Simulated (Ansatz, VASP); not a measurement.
# BN: VASP beside Ansatz

INCAR

```
SYSTEM = BN
ALGO = Fast
EDIFF = 1E-8
ENCUT = 520
GGA = PE
ISIF = 2
ISMEAR = -1
LASPH = .TRUE.
LCHARG = .FALSE.
LEFG = .TRUE.
LREAL = .FALSE.
LWAVE = .FALSE.
NBANDS = 11
NELM = 100
PREC = Accurate
SIGMA = 0.02
```

The input KPOINTS:

```
k-points
0
G
  13 13 9
  0 0 0
```

File POSCAR:

```
BN
1.0
    2.5080409239      0.0000000000      0.0000000000
   -1.2467107647      2.1762310413      0.0000000000
   -0.6306650796     -1.0881155206      3.0225400000
B N
1 1
Direct
    0.9796430000      0.9834990000      0.0018060000
    0.6685060000      0.3323850000      0.9849990000
```

Input for Ansatz:

```yaml
crystal:
  lattice:
    - [2.5080409239, 0.0, 0.0]
    - [-1.2467107647, 2.1762310413, 0.0]
    - [-0.6306650796, -1.0881155206, 3.02254]
  atoms:
    - { symbol: B, position: [0.979643, 0.983499, 0.001806] }
    - { symbol: "N", position: [0.668506, 0.332385, 0.984999] }
kpoints:
  mp_grid: { grid: [13, 13, 9] }
scf:
  occupations: { method: fermi_dirac, width: 0.02 }
hamiltonian:
  xc: pbe
  pseudopotentials: { kind: paw }
output:
  forces: true
  stress: true
  populations: true
  efg:
    quadrupole_moments_barn: { B: 0.04059, "N": 0.02044 }
    contact_densities: true
  write_density: true
  write_potential: true
  elf: true
  volumetric_format: npy
```

The cell comes from a database or a generator and needn't be the stable form of this composition.

Alike in both runs: task electric field gradients; functional PBE; k mesh 13 × 13 × 9; occupations fermi-dirac, width 0.02 eV; no spin polarisation.

|  | VASP | Ansatz |
| --- | --- | --- |
| version | VASP 6.6.1 | Ansatz 0.2.0 |
| potentials or method | VASP PAW PBE potentials, release 64 (B, N) | plane-wave PAW, scalar-relativistic |
| plane-wave cutoff (eV) | 520 | 420 |
| valence electrons in the cell | 8 | 8 |

Ansatz gave:

```
gap on the k mesh at the Fermi level (eV)                      : 2.85
pressure (GPa)                                                 : 5.0
largest component of the traceless stress (GPa)                : 7.61
rms of the force components (eV/Å)                             : 1.576
Vzz of the field gradient on the site that differs most (V/Å²) : 27.4
```

Question: Estimate VASP's values.

Answer: gap on the k mesh at the Fermi level (eV): 2.84; pressure (GPa): 5.0; largest component of the traceless stress (GPa): 7.51; rms of the force components (eV/Å): 1.572; Vzz of the field gradient on the site that differs most (V/Å²): 34.2.

Atom by atom the forces differ by 0.004 eV/Å (rms over components).

Caveats: an odd mesh through Γ misses points on the zone boundary, where band edges often lie; forces of over 1 eV/Å show positions far from the minimum, so gaps and moduli don't describe the material at rest. As with any semilocal functional, this PBE gap is likely too small.
